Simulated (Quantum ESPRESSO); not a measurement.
**Si2Mo in Quantum ESPRESSO: the effect of target pressure**

Si2Mo:

```xyz
3
Lattice="-1.6000 1.6000 3.9305 1.6000 -1.6000 3.9305 1.6000 1.6000 -3.9305" Properties=species:S:1:pos:R:3 pbc="T T T"
Mo    0.0000    0.0000    0.0000
Si    0.0000    0.0000    5.2433
Si    0.0000    0.0000    2.6177
```

Alike in all runs:

* Program: Quantum ESPRESSO 7.5
* Task: relaxation of cell and atoms
* Functional: PBEsol
* Potentials or basis: GBRV 1.5 PBEsol
* Cutoff: 707 eV
* Density cutoff: 5633 eV
* k mesh: 12 × 12 × 12
* Occupations: fermi-dirac, width 0.05 eV
* Spin: no spin polarisation

Each run relaxes the cell or the atoms first.

| target pressure | relaxed volume (Å³/atom) |
| --- | --- |
| 0 GPa | 13.25 |
| 2 GPa | 13.13 |
| 5 GPa | 12.97 |
| 10 GPa | ? |
| 20 GPa | 12.27 |
| 30 GPa | 11.89 |

**Question.** What does the run with target pressure 10 GPa give?

**Answer.** Relaxed volume 12.71 Å³/atom.

Worked out: In Murnaghan's law V^(-B') rises as a straight line in P. The other rows fit best with B' = 3.6, V0 = 13.25 Å³/atom and B0 = 227 GPa, which gives 12.72 Å³/atom at 10 GPa, against the run's 12.71.
